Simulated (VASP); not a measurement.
Input of a VASP 6.6.1 run:

Contents of POSCAR:

```
TaN
1.0
    2.9217699809      0.0000000000      0.0000000000
   -1.4608849905      2.5303270275      0.0000000000
    0.0000000000      0.0000000000      5.9165150000
Ta N
2 2
Direct
    0.0000000000      0.0000000000      0.5000000000
    0.0000000000      0.0000000000      0.0000000000
    0.3333333333      0.6666666667      0.2500000000
    0.6666666667      0.3333333333      0.7500000000
```

Contents of INCAR.step1:

```
SYSTEM = TaN
ALGO = Normal
EDIFF = 1E-6
ENCUT = 550
GGA = PE
ISIF = 2
ISMEAR = -1
LASPH = .TRUE.
LCHARG = .TRUE.
LMAXMIX = 4
LREAL = .FALSE.
LWAVE = .FALSE.
NELM = 100
PREC = Accurate
SIGMA = 0.05
```

KPOINTS.step1

```
k-points
0
G
  10 10 5
  0 0 0
```

File INCAR.step2:

```
SYSTEM = TaN
ALGO = Normal
EDIFF = 1E-6
ENCUT = 550
GGA = PE
ICHARG = 11
ISIF = 2
ISMEAR = 0
LASPH = .TRUE.
LCHARG = .FALSE.
LMAXMIX = 4
LREAL = .FALSE.
LWAVE = .FALSE.
NELM = 100
PREC = Accurate
SIGMA = 0.05
```

File KPOINTS.step2:

```
path GMKGALHA,LM,KH
15
line-mode
reciprocal
 0.0000000000  0.0000000000  0.0000000000  G
 0.5000000000  0.0000000000  0.0000000000  M

 0.5000000000  0.0000000000  0.0000000000  M
 0.3333333333  0.3333333333  0.0000000000  K

 0.3333333333  0.3333333333  0.0000000000  K
 0.0000000000  0.0000000000  0.0000000000  G

 0.0000000000  0.0000000000  0.0000000000  G
 0.0000000000  0.0000000000  0.5000000000  A

 0.0000000000  0.0000000000  0.5000000000  A
 0.5000000000  0.0000000000  0.5000000000  L

 0.5000000000  0.0000000000  0.5000000000  L
 0.3333333333  0.3333333333  0.5000000000  H

 0.3333333333  0.3333333333  0.5000000000  H
 0.0000000000  0.0000000000  0.5000000000  A

 0.5000000000  0.0000000000  0.5000000000  L
 0.5000000000  0.0000000000  0.0000000000  M

 0.3333333333  0.3333333333  0.0000000000  K
 0.3333333333  0.3333333333  0.5000000000  H
```

Potentials or basis: VASP PAW PBE potentials, release 64 (Ta_sv_GW, N_GW).

The run is started by

```console
$ cat potpaw_PBE.64/Ta_sv_GW/POTCAR potpaw_PBE.64/N_GW/POTCAR > POTCAR
$ cp INCAR.step1 INCAR
$ cp KPOINTS.step1 KPOINTS
$ mpirun -np 1 vasp_std > vasp.out
$ cp INCAR.step2 INCAR
$ cp KPOINTS.step2 KPOINTS
$ mpirun -np 1 vasp_std > vasp.out
```

(1) What does it give for the band gap along the path?

Answers

(1) none (metal or under the smearing width).

Caveat: spin-orbit coupling is left out, which moves the levels of the heavy elements.
